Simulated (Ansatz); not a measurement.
# Strain response of TaSi2

These are results of DFT r2SCAN, scalar-relativistic, plane waves, PAW (Ansatz 0.2.0), not measurements. Settings: 500 eV cutoff, 12×12×6 k-mesh, Gaussian smearing of 0.10 eV, no spin polarisation.

Reference structure (relaxed):

```
Ta Si
1.0
     4.77997    0.00000    0.00000
    -2.38998    4.13957    0.00000
     0.00000    0.00000    6.55476
Ta Si
3 6
Direct
  0.50000 0.00000 0.00000
  0.50000 0.50000 0.66667
  0.00000 0.50000 0.33333
  0.15827 0.31655 0.00000
  0.84173 0.15827 0.66667
  0.68345 0.84173 0.33333
  0.84173 0.68345 0.00000
  0.15827 0.84173 0.66667
  0.31655 0.15827 0.33333
```

Deformation: c alone is stretched, the rest of the cell is held and the atoms relax, all within the symmetry that the strain leaves. Energies are extrapolated to zero smearing.

Spin–orbit coupling is left out, which can shift energies with elements as heavy as these.

```tsv
strain (%)	ΔE (meV/atom)	a (Å)	b (Å)	c (Å)
-4.0	38.6	4.780	4.780	6.293
-2.0	9.0	4.780	4.780	6.424
+0.0	0.0	4.780	4.780	6.555
+2.0	8.3	4.780	4.780	6.686
+4.0	31.0	4.780	4.780	6.817
```

(1) What stiffness (1/V) d²E/dε² at zero strain does a cubic fit over all points give?

## Answers

(1) A cubic fit gives (1/V) d²E/dε² = 484 GPa at zero strain (the elastic constant along c at held a and b).

Cost: 5 runs of about 11 core-minutes in all, on Intel Xeon Platinum 8375C (Ice Lake) (shared hosts).